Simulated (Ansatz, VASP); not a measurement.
**InAs in two plane-wave programs**

Aim: how closely do two programs agree when they are given the same cell, functional and k mesh? Of the first pair: The cell is taken from a series of runs on this material, whose earlier steps may have relaxed, scaled, displaced or heated it; both programs get it as it stands.

Main program and level: Ansatz 0.2.0; plane waves, with VASP 6.6.1 beside it; relaxation of cell and atoms at PBEsol and single point at PBEsol.

### 1. The starting structure

It takes space group F-43m (No. 216, cubic). The conventional cell has a = 6.088 Å, b = 6.088 Å, c = 6.088 Å, α = 90.00°, β = 90.00°, γ = 90.00°. As has 4 In at 2.64 Å nearest. Nearest to In lie 4 As at 2.64 Å. Farther neighbours are not listed.

### 2. Ansatz: relaxation of cell and atoms, PBEsol

Ansatz runs on its PAW soft_1 files.

The relaxed volume is the usual yardstick between codes: in a stiff, nearly cubic crystal its relative difference is about their pressure difference at one cell divided by the bulk modulus.

The input, input.yaml:

```yaml
crystal:
  lattice:
    - [0.0, 3.0440857448, 3.0440857448]
    - [3.0440857448, 0.0, 3.0440857448]
    - [3.0440857448, 3.0440857448, 0.0]
  atoms:
    - { symbol: As, position: [0.75, 0.75, 0.75] }
    - { symbol: In, position: [0.0, 0.0, 0.0] }
kpoints:
  mp_grid: { grid: [12, 12, 12] }
hamiltonian:
  xc: pbesol
  pseudopotentials: { kind: paw, azcp: { folder: soft_1 }, xc_functional: pbe }
scf:
  occupations: { method: methfessel_paxton, width: 0.2 }
output:
  forces: true
  stress: true
  eigenvalues: true
relax:
  adjacent_minimum: "off"
  f_tol: 0.001
  max_steps: 60
  cell: { stress_tol: 0.01 }
```

Run with:

```
$ ansatz run input.yaml --threads 4 --pin off --max-ram 10240MiB --backend cpu --events-out ev --progress --plain --runs-dir out
```

Numbers of over 12 decimals in the logs are rounded to 6 here.

The program printed:

```text
Engine: ansatz 0.2.0, aarch64-unknown-linux-gnu
Pseudopotentials: kind: paw
Pseudopotential: As, paw, valence charge 15, recommended cutoff 420 eV (normal), soft_1/As.paw.azcp
Pseudopotential: In, paw, valence charge 13, recommended cutoff 420 eV (normal), soft_1/In.paw.azcp
Functional definition: PBEsol
  exchange = pbesol_x
  correlation = pbesol_c
Crystal: 2 atoms, lattice volume = 56.416 Å³
Basis set: ecut = 420 eV, 1067 PW (Γ), exchange–correlation on 60×60×60 points (8 copies of the dense FFT grid, shifted against one another)
Bands: 18, of which v1, the nominal top of the filled ones, is band 14 counted from 1 (13 counted from 0)
Symmetry: 24 space group operations
Space group: F-43m (ITA 216), of the structure as read, at distance tolerance 3.8e-5 Å
k-points: 72 of 1728 (time reversal used)
Non-local potential: As, projectors of the file, l = 0: 2, l = 1: 2, l = 2: 3, l = 3: 1
Non-local potential: In, projectors of the file, l = 0: 2, l = 1: 2, l = 2: 2, l = 3: 1
PAW form: soft (Blöchl's): semilocal exchange-correlation on the pseudo side does not see the compensation charge
PAW frozen core: As, regenerated for the run's functional, and the local potential with it (the file was generated under x = pbe(κ = 0.804, μ = 0.219515), c = pbe(β = 0.066725))
PAW frozen core: In, regenerated for the run's functional, and the local potential with it (the file was generated under x = pbe(κ = 0.804, μ = 0.219515), c = pbe(β = 0.066725))
PAW one-centre angular grid: As, 590 points (default); XC on 64 Gauss nodes
PAW one-centre angular grid: In, 590 points (default); XC on 64 Gauss nodes
Initial density: superposition of atomic densities (chi_scale 0.1, normalization cell, long waves kept (reshape's long-wave potential 0.00 eV rms))
Initial wavefunctions: pseudopotential atomic-orbital guess
Functional: x = pbesol(κ = 0.804, μ = 0.123457), c = pbesol(β = 0.046)
SCF iter   1: F=—  HF=-10338.986086 eV  |F-HF|=—  |Δ(HF+E_count)|=         —  Δρ=2.82e-2  dr2=3.59e-1  ethr=3.10e-3  ⟨swp⟩=5.2  Hψ=6546  notcnv=0
preconditioner: auto → none  [insulator: Δε(μ)=0.772 eV  Ē_g=14.594 eV  σ=0.200 eV  W_gap=0.68  n_scr=14 (ndim 8)  ℏωp=21.0 eV  f_vac=0.010  D(μ)=0.06/eV (n_scr^D=0)  ε∞_Penn≈3.1]
SCF iter   2: F=—  HF=-10338.909292 eV  |F-HF|=—  |Δ(HF+E_count)|=   7.68e-2  S|Δr|=    0.00e0  Δρ=1.27e-2  dr2=6.55e-2  ethr=1.28e-3  ⟨swp⟩=2.0  Hψ=2138  notcnv=0
SCF iter   3: F=—  HF=-10338.897973 eV  |F-HF|=—  |Δ(HF+E_count)|=   1.13e-2  S|Δr|=    0.00e0  Δρ=1.82e-3  dr2=4.26e-3  ethr=2.34e-4  ⟨swp⟩=2.0  Hψ=1867  notcnv=0
SCF iter   4: F=—  HF=-10338.896386 eV  |F-HF|=—  |Δ(HF+E_count)|=   1.59e-3  S|Δr|=    0.00e0  Δρ=5.91e-4  dr2=1.18e-4  ethr=1.52e-5  ⟨swp⟩=2.0  Hψ=2305  notcnv=0
SCF iter   5: F=—  HF=-10338.896389 eV  |F-HF|=—  |Δ(HF+E_count)|=   2.50e-6  S|Δr|=    0.00e0  Δρ=1.92e-4  dr2=7.77e-6  ethr=4.23e-7  ⟨swp⟩=2.0  Hψ=2305  notcnv=0
SCF iter   6: F=—  HF=-10338.896394 eV  |F-HF|=—  |Δ(HF+E_count)|=   4.78e-6  S|Δr|=    0.00e0  Δρ=1.78e-5  dr2=8.99e-8  ethr=3.57e-10  ⟨swp⟩=4.8  Hψ=6601  notcnv=0
SCF iter   7: F=-10338.896394 eV  HF=-10338.896394 eV  |F-HF|=1.53e-8  |Δ(HF+E_count)|=   7.41e-8  S|Δr|=    0.00e0  Δρ=4.25e-6  dr2=9.42e-9  ethr=3.21e-10  ⟨swp⟩=2.8  Hψ=4963  notcnv=0
SCF 1 converged in 7 iterations: F = -10338.896394 eV  dr2 = 9.42e-9
  greatest PAW one-centre occupation: 0.999 electrons in one spin orbital (limit 2), on the As atom at site 0 (counted from 0), in its partial waves of l = 2
relax step   1: F+E_penalty+E_count = -10338.89639379 eV  Δ(F+E_penalty+E_count) = +0.000e0 eV  max|allowed force component| = 9.946e-17 eV/Å  Δτ_max = 0.0000 Å  P = -0.022 GPa  Ω = 56.416 Å³  (7 SCF iters, dr2 threshold 1.00e-7 eV, accepted)
[...]
relax step   2: F+E_penalty+E_count = -10338.89639906 eV  Δ(F+E_penalty+E_count) = -5.267e-6 eV  max|allowed force component| = 2.291e-17 eV/Å  Δτ_max = 0.0000 Å  P = +0.008 GPa  Ω = 56.385 Å³  energy of the carried Pulay correction = +3.943e-6 eV  (4 SCF iters, dr2 threshold 1.20e-9 eV, accepted)
[...]
relax step   3: F+E_penalty+E_count = -10338.89638928 eV  Δ(F+E_penalty+E_count) = +9.777e-6 eV  max|allowed force component| = 2.226e-17 eV/Å  Δτ_max = 0.0000 Å  P = +0.008 GPa  Ω = 56.385 Å³  stress off target by 8.05e-3 GPa  SCF on the basis re-selected at this cell (its energy is not comparable with the rows above)  (4 SCF iters)
basis re-selected at this cell: Δ(F+E_penalty+E_count) = +9.777e-6 eV, ΔP = -0.000 GPa vs the last step (what re-selecting the basis moved, of the pressure what is left beyond the Pulay correction that the steps carried, after the strain that the cell walked since its last selection, with what the two solves' SCF thresholds leave and, on support functions, any second-order correction that the steps lacked; it is no m [...]
SCF converged after 4 iterations
Stability not checked: this state was not tested for a lower state beside it, because cold or Methfessel-Paxton smearing, or corrected tetrahedra, fill the levels in a way that the test cannot read (fill_not_monotonic; see scf.lower_state_search)
Free energy (F): -10338.896389 eV
Harris-Foulkes:  -10338.896389 eV  (|F-HF|=5.46e-12)
Internal energy: -10338.896832 eV  (E = F + TS)
E sigma→0 (E₀):  -10338.896500 eV
Entropy (-TS):   0.000443 eV (0.222 meV/atom)
Fermi energy:    7.321092 eV
Step filling:    the computed levels leave a gap of 0.0000 eV = 0.0 smearing widths at the electron count; against every level under it full and every level over it empty, smearing changes F+E_penalty+E_count by +0.175 meV and its σ→0 estimate by +0.064 meV
--- Per-component energies (eV) ---
  E_band       = -326.799606
  E_kinetic    = 316.604829
  E_local      = -3505.722143  (includes V_loc(G=0)·N_el)
  E_nonlocal   = -63.451209
  E_hartree    = 1739.979484
  E_xc         = -211.384387
  E_vxc        = -163.016379  (∫ρ·V_xc dr)
  E_paw        = -6109.538375  (= ΣΔE_a)
  E_vpaw       = -391.173803  (= ΣTr[D̂ρ^β])
  E_aug_tail   = 0.000146  (compensation charges beyond the density's cutoff)
  E_ewald      = -2506.587511
  E_core_change = 1.202334  (= ΣΔE_core)
  E_smearing   = 0.000443  (= −TS)
  E_closure    = 0.000000  (closes the sum)
  Σ components = -10338.896389   (vs F -10338.896389, Δ=0.00e0)
--- Forces (eV/Å), atoms counted from 1 ---
  atom   1  As     0.00000000    -0.00000000    -0.00000000
  atom   2  In    -0.00000000     0.00000000     0.00000000
  max |Σ_I F_I| component: 4.34e-17 eV/Å
--- Stress (GPa, compression-positive) ---
        0.008048      -0.000000      -0.000000
       -0.000000       0.008048       0.000000
        0.000000       0.000000       0.008048
  P = ⅓ Tr σ = 0.0080 GPa (0.080 kbar)
--- Band table (eV; the first three rows and the last of 72) ---
  k-point 0: bands = [... 10 lower, -4.4882, 6.8893, 7.2772, 7.2772, 7.2772, 11.1364, 11.1364, 11.1364]
  k-point 1: bands = [... 10 lower, -4.4177, 5.9342, 7.1880, 7.1880, 7.9895, 11.1505, 11.2689, 11.2689]
  k-point 2: bands = [... 10 lower, -4.2139, 4.7377, 6.9710, 6.9710, 8.4038, 11.4897, 11.5721, 11.5721]
  k-point 71: bands = [... 10 lower, -2.4979, 1.6285, 4.3780, 4.4615, 11.3742, 11.4840, 12.1527, 13.2544]
--- Relaxed structure (2 steps of the walk, 2 accepted, 1 SCFs on fresh bases) ---
  F+E_penalty+E_count = -10338.89638928 eV   max|allowed force component| = 2.226e-17 eV/Å   (the final SCF, on the basis selected at the relaxed cell)
  cell:  # Å, volume = 56.3854 Å³
    - [0, 3.043540, 3.043540]
    - [3.043540, 0, 3.043540]
    - [3.043540, 3.043540, 0]
  atoms:
    - { symbol: As, position: [0.750000, 0.750000, 0.750000] }
    - { symbol: In, position: [0, 0, 0] }
```

Reading the cycles: dr2 is the Hartree energy of the density residual (eV), the measure of convergence; HF is the Harris–Foulkes estimate of the energy, which meets the free energy F at convergence.

### 3. VASP: relaxation of cell and atoms, PBEsol

The same cell, functional, mesh and smearing now go to VASP, with its own data sets.

Lines of VASP's logs that name or quote its potential files are left out, and so is its time.

The input, INCAR:

```
SYSTEM = InAs
PREC = Accurate
ENCUT = 500
EDIFF = 1E-07
NELM = 120
ISMEAR = 1
SIGMA = 0.2
LREAL = .FALSE.
ALGO = Normal
GGA = PS
NBANDS = 15
LORBIT = 11
LWAVE = .FALSE.
LCHARG = .FALSE.
ISIF = 3
IBRION = 2
NSW = 80
EDIFFG = -0.005
LASPH = .TRUE.
GGA_COMPAT = .FALSE.
NELMIN = 4
KPAR = 2
```

The input, POSCAR:

```
InAs
1.0
    0.0000000000      3.0440860000      3.0440860000
    3.0440860000      0.0000000000      3.0440860000
    3.0440860000      3.0440860000      0.0000000000
As In
1 1
Direct
    0.7500000000      0.7500000000      0.7500000000
    0.0000000000      0.0000000000      0.0000000000
```

The input, KPOINTS:

```
Automatic mesh
0
Gamma
12 12 12
0 0 0
```

Potentials, in the order of the species: As and In_d (PBE family, release 64).

Run with:

```
$ mpirun -np 2 vasp_std
```

The program printed:

```text
[banner, memory and clock lines left out]
running    2 mpi-ranks, on    1 nodes
 distrk:  each k-point on    1 cores,    2 groups
 distr:  one band on    1 cores,    1 groups

 POSCAR found type information on POSCAR AsIn
 POSCAR found :  2 types and       2 ions
|                                                                             |
|               ----> ADVICE to this user running VASP <----                  |
|                                                                             |
|     You enforced a specific xc type in the INCAR file but a different       |
|     [... a line on the potential file left out ...]
|     I HOPE YOU KNOW WHAT YOU ARE DOING!                                     |
|                                                                             |

 LDA part: xc-table for (Slater+PW92), standard interpolation
 POSCAR, INCAR and KPOINTS ok, starting setup
 FFT: planning ... GRIDC
 FFT: planning ... GRID_SOFT
 FFT: planning ... GRID
 WAVECAR not read
 entering main loop
       N       E                     dE             d eps       ncg     rms          rms(c)
DAV:   1     0.110314813616E+03    0.11031E+03   -0.81419E+03  2174   0.125E+03
DAV:   2    -0.123803066545E+01   -0.11155E+03   -0.10760E+03  2321   0.301E+02
DAV:   3    -0.858605437355E+01   -0.73480E+01   -0.73063E+01  2769   0.777E+01
DAV:   4    -0.877200312592E+01   -0.18595E+00   -0.18588E+00  2632   0.138E+01
DAV:   5    -0.878082816672E+01   -0.88250E-02   -0.88249E-02  3197   0.253E+00    0.432E+00
DAV:   6    -0.852193766369E+01    0.25889E+00   -0.39824E-01  3364   0.118E+01    0.236E+00
DAV:   7    -0.849158737676E+01    0.30350E-01   -0.10787E-01  3010   0.336E+00    0.677E-01
DAV:   8    -0.849005648645E+01    0.15309E-02   -0.12430E-02  2800   0.135E+00    0.190E-01
DAV:   9    -0.849029988845E+01   -0.24340E-03   -0.88022E-04  2673   0.286E-01    0.108E-01
DAV:  10    -0.849036773112E+01   -0.67843E-04   -0.12448E-04  3326   0.160E-01    0.664E-02
DAV:  11    -0.849038665547E+01   -0.18924E-04   -0.56196E-05  2447   0.107E-01    0.510E-02
DAV:  12    -0.849038670119E+01   -0.45728E-07   -0.59307E-06  2403   0.266E-02    0.814E-03
DAV:  13    -0.849038680091E+01   -0.99719E-07   -0.12130E-06  2923   0.611E-03    0.386E-03
DAV:  14    -0.849038675027E+01    0.50647E-07   -0.62900E-08  1963   0.257E-03
   1 F= -.84903868E+01 E0= -.84905337E+01  d E =-.849039E+01
 curvature:   0.00 expect dE= 0.000E+00 dE for cont linesearch  0.000E+00
 trial: gam= 0.00000 g(F)=  0.723E-48 g(S)=  0.301E-04 ort = 0.000E+00 (trialstep = 0.100E+01)
 search vector abs. value=  0.301E-04
 bond charge predicted
       N       E                     dE             d eps       ncg     rms          rms(c)
DAV:   1    -0.849074939442E+01   -0.36259E-03   -0.83998E-03  2748   0.179E+00    0.120E-01
DAV:   2    -0.849044965767E+01    0.29974E-03   -0.59615E-04  2678   0.562E-01    0.430E-02
DAV:   3    -0.849039800808E+01    0.51650E-04   -0.14532E-04  2783   0.250E-01    0.241E-02
DAV:   4    -0.849039721742E+01    0.79066E-06   -0.66559E-06  2342   0.237E-02    0.175E-02
DAV:   5    -0.849039515523E+01    0.20622E-05   -0.69032E-07  2588   0.768E-03    0.743E-03
DAV:   6    -0.849039435555E+01    0.79967E-06   -0.30274E-07  3134   0.591E-03    0.118E-03
DAV:   7    -0.849039449703E+01   -0.14148E-06   -0.29361E-08  1297   0.297E-03    0.242E-04
DAV:   8    -0.849039450153E+01   -0.45009E-08   -0.12863E-08  1227   0.222E-03
   2 F= -.84903945E+01 E0= -.84905421E+01  d E =-.775126E-05
 trial-energy change:   -0.000008  1 .order   -0.000008   -0.000030    0.000013
 step:   0.6736(harm=  0.6914)  dis= 0.00000  next Energy=    -8.490397 (dE=-0.997E-05)
 reached required accuracy - stopping structural energy minimisation
```

From OUTCAR (step 3):

```text
ion  position               nearest neighbor table
   1  0.750  0.750  0.750-   2 2.64   2 2.64   2 2.64   2 2.64
   2  0.000  0.000  0.000-   1 2.64   1 2.64   1 2.64   1 2.64

  LATTYP: Found a face centered cubic cell.
 ALAT       =     6.0881720000

 Subroutine GETGRP returns: Found 24 space group operations
 (whereof 24 operations were pure point group operations)

The static configuration has the point symmetry T_d .

 Found     72 irreducible k-points:

   k-points           NKPTS =     72   k-points in BZ     NKDIM =     72   number of bands    NBANDS=     15

   dimension x,y,z NGX =    32 NGY =   32 NGZ =   32
   dimension x,y,z NGXF=    64 NGYF=   64 NGZF=   64

   ENCUT  =  500.0 eV  36.75 Ry    6.06 a.u.   7.85  7.85  7.85*2*pi/ulx,y,z

   NELECT =      18.0000    total number of electrons

 k-points in reciprocal lattice and weights: Automatic mesh
   0.00000000  0.00000000  0.00000000       0.001
   0.08333333  0.00000000  0.00000000       0.005
   0.16666667  0.00000000  0.00000000       0.005
   0.25000000  0.00000000  0.00000000       0.005
   0.33333333  0.00000000  0.00000000       0.005
   0.41666667  0.00000000  0.00000000       0.005
   0.50000000  0.00000000  0.00000000       0.002
   0.08333333  0.08333333  0.00000000       0.003
   0.16666667  0.08333333  0.00000000       0.014
[...]
-0.33333333  0.50000000  0.16666667       0.007
  -0.25000000  0.50000000  0.25000000       0.003

 average (electrostatic) potential at core
       1 -49.7032       2 -96.6196

 E-fermi :   4.1983

 k-point     1 :       0.0000    0.0000    0.0000
  band No.  band energies     occupation
    ...
      6      -7.5963      2.00000
      7       3.7620      2.00851
      8       4.1544      1.36207
      9       4.1544      1.36207
     10       4.1544      1.36207
     11       8.0014     -0.00000
     12       8.0014     -0.00000
     13       8.0014     -0.00000
     14      11.4046      0.00000
     15      13.7634      0.00000

 k-point     2 :       0.0833    0.0000    0.0000
  band No.  band energies     occupation
    ...
      5     -10.0146      2.00000
      6      -7.5259      2.00000
      7       2.8095      2.00000
      8       4.0652      1.89466
      9       4.0652      1.89466
     10       4.8637     -0.00003
     11       8.0164     -0.00000
     12       8.1338     -0.00000
     13       8.1338     -0.00000
     14      11.8414      0.00000
    ...

 k-point     3 :       0.1667    0.0000    0.0000
  band No.  band energies     occupation
    ...
      5     -10.0145      2.00000
      6      -7.3225      2.00000
      7       1.6139      2.00000
      8       3.8482      2.03280
      9       3.8482      2.03280
     10       5.2761     -0.00000
     11       8.3575      0.00000
     12       8.4368      0.00000
     13       8.4368      0.00000
     14      12.5134      0.00000
    ...

  Total       -0.0091053     -0.0091053     -0.0091053     -0.0000000      0.0000000     -0.0000000
  in kB       -0.2582032     -0.2582032     -0.2582032     -0.0000000      0.0000000     -0.0000000
  external PRESSURE =      -0.2582032 kB  Pullay stress =       0.0000000 kB

  energy-cutoff  :      500.00
  volume of cell :       56.50
      direct lattice vectors                 reciprocal lattice vectors
     0.000000000  3.045584009  3.045584009    -0.164172125  0.164172125  0.164172125
     3.045584009  0.000000000  3.045584009     0.164172125 -0.164172125  0.164172125
     3.045584009  3.045584009 -0.000000000     0.164172125  0.164172125 -0.164172125

 POSITION                                       TOTAL-FORCE (eV/Angst)
 -----------------------------------------------------------------------------------
      4.56838      4.56838      4.56838         0.000000      0.000000      0.000000
      0.00000      0.00000      0.00000        -0.000000     -0.000000     -0.000000
 -----------------------------------------------------------------------------------
    total drift:                               -0.000000     -0.000000      0.000000

  FREE ENERGIE OF THE ION-ELECTRON SYSTEM (eV)
  ---------------------------------------------------
  free  energy   TOTEN  =        -8.4903945015 eV

  energy  without entropy=       -8.4908373242  energy(sigma->0) =       -8.49054211

 reached required accuracy - stopping structural energy minimisation

 total charge
# of ion       s       p       d       tot
------------------------------------------
    1        1.225   1.546   0.021   2.792
    2        0.849   0.717   9.886  11.452
--------------------------------------------------
tot          2.074   2.263   9.907  14.244

[... 3 further parts left out ...]
```

CONTCAR:

```
InAs
   1.00000000000000
     0.0000000000000000    3.0455840094299029    3.0455840094299029
     3.0455840094299029    0.0000000000000000    3.0455840094299029
     3.0455840094299029    3.0455840094299029   -0.0000000000000000
  As              In
     1     1
Direct
     0.7500000000000000    0.7500000000000000    0.7500000000000000
     0.0000000000000000    0.0000000000000000    0.0000000000000000
```

### 4. Differences

Known differences besides the potentials themselves: the data sets hold 28 valence electrons in Ansatz (on its PAW soft_1 files) and 18 in VASP; the cutoff is 420 eV in Ansatz and 500 eV in VASP; Ansatz makes its cores anew for this functional, VASP keeps those of its PBE data sets; Ansatz adds a Pulay correction to the stress that steers its cell, VASP none. Total energies have different zeros and are not compared.

Both answers:

```
                                         quantity  Ansatz   VASP  difference
                                      volume (Å³)   56.39  56.50     -0.20 %
edge a after relaxation, in the typed setting (Å)   4.304  4.307     -0.07 %
```

### 5. Ansatz: relaxation, PBEsol

This run makes the geometry at which the two programs are then compared.

The structure compared here is the end of the Ansatz relaxation.

input.yaml, the sections that differ from step 2:

```yaml
crystal:
  lattice:
    - [0.0, 2.9217981285, 3.1442419136]
    - [2.9217981285, 0.0, 3.1442419136]
    - [2.9217981285, 2.9217981285, 0.0]
  atoms:
    - { symbol: As, position: [0.75, 0.75, 0.75] }
    - { symbol: In, position: [0.0, 0.0, 0.0] }
  conventional_axes: [[-1, 1, 1], [1, -1, 1], [1, 1, -1]]
relax:
  adjacent_minimum: "off"
  f_tol: 0.001
  max_steps: 60
  cell: { stress_tol: 0.01, fix: [a, b, gamma] }
# kpoints, hamiltonian, scf, output: as in step 2
```

Run with:

```
$ ansatz run input.yaml --threads 4 --pin off --max-ram 10240MiB --backend cpu --events-out ev --progress --plain --runs-dir out
```

The program printed:

```text
[...]
Crystal: 2 atoms, lattice volume = 53.684 Å³
Basis set: ecut = 420 eV, 1047 PW (Γ), exchange–correlation on 60×60×60 points (8 copies of the dense FFT grid, shifted against one another)
Bands: 18, of which v1, the nominal top of the filled ones, is band 14 counted from 1 (13 counted from 0)
Symmetry: 8 space group operations
[...]
k-points: 163 of 1728 (time reversal used)
[...]
k-point 162: bands = [... 10 lower, -2.2895, 1.5204, 5.7269, 5.7269, 9.5121, 10.2854, 16.4534, 17.1165]
--- Relaxed structure (3 steps of the walk, 3 accepted, 1 SCFs on fresh bases) ---
[...]
cell:  # Å, volume = 54.2392 Å³
    - [0, 2.9217981285, 3.176751]
    - [2.9217981285, 0, 3.176751]
    - [2.9217981285, 2.9217981285, 0]
  atoms:
    - { symbol: As, position: [0.750000, 0.750000, 0.750000] }
    - { symbol: In, position: [0, 0, 0] }
[key lines of the parts left out:]
SCF converged after 6 iterations
Free energy (F): -10338.851281 eV
Fermi energy:    7.978030 eV
P = ⅓ Tr σ = 2.2314 GPa (22.314 kbar)
```

[end of part 1 of 2]

[Lines on the potential files, build, host, timing and source positions are cut from VASP's logs without a mark.]

[Logs are printed without paths, hosts, clocks, repeated set-up lines and the standing remarks that a program may print on its own settings, such as how far it seeks lower states.]

[Hosts, paths, dates, database ids (printed as entryN), source tags and the programs' standing remarks are cut or masked in the printed files.]
